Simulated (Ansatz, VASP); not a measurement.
**TePb in VASP and in Ansatz**

```xyz
2
Lattice="0.0000 3.3537 3.3537 3.3537 0.0000 3.3537 3.3537 3.3537 0.0000" Properties=species:S:1:pos:R:3 pbc="T T T"
Te    3.3537    3.3537    3.3537
Pb    0.0000    0.0000    0.0000
```

Alike in both runs: task single point; functional PBEsol; k mesh 8 × 8 × 8; occupations gaussian, width 0.02 eV; no spin polarisation.

|  | VASP | Ansatz |
| --- | --- | --- |
| version | VASP 6.6.1 | Ansatz 0.2.0 |
| potentials or method | VASP PAW PBE potentials, release 64 (Te, Pb_d) | scalar-relativistic, plane waves, PAW |
| plane-wave cutoff (eV) | 520 | 420 |
| valence electrons in the cell | 20 | 30 |

VASP gave:

| Quantity | Value |
| --- | --- |
| gap on the k mesh at the Fermi level (eV) | 0.87 |
| least direct gap on the mesh (eV) | 0.87 |
| pressure (GPa) | -4.1 |

Q: Estimate Ansatz's values.

A: gap on the k mesh at the Fermi level (eV): 0.86; least direct gap on the mesh (eV): 0.86; pressure (GPa): -4.1.

With one functional, cell and mesh, what is left measures potentials, basis and numerics. The two sets of potentials don't hold the same shells in valence.

Caveats: the PAW data sets were made with another functional, which shifts forces and pressure a little (VASP); spin-orbit coupling is left out, which as a rule narrows the gap of such compounds by several tenths of an eV. A k mesh can miss the band edges.
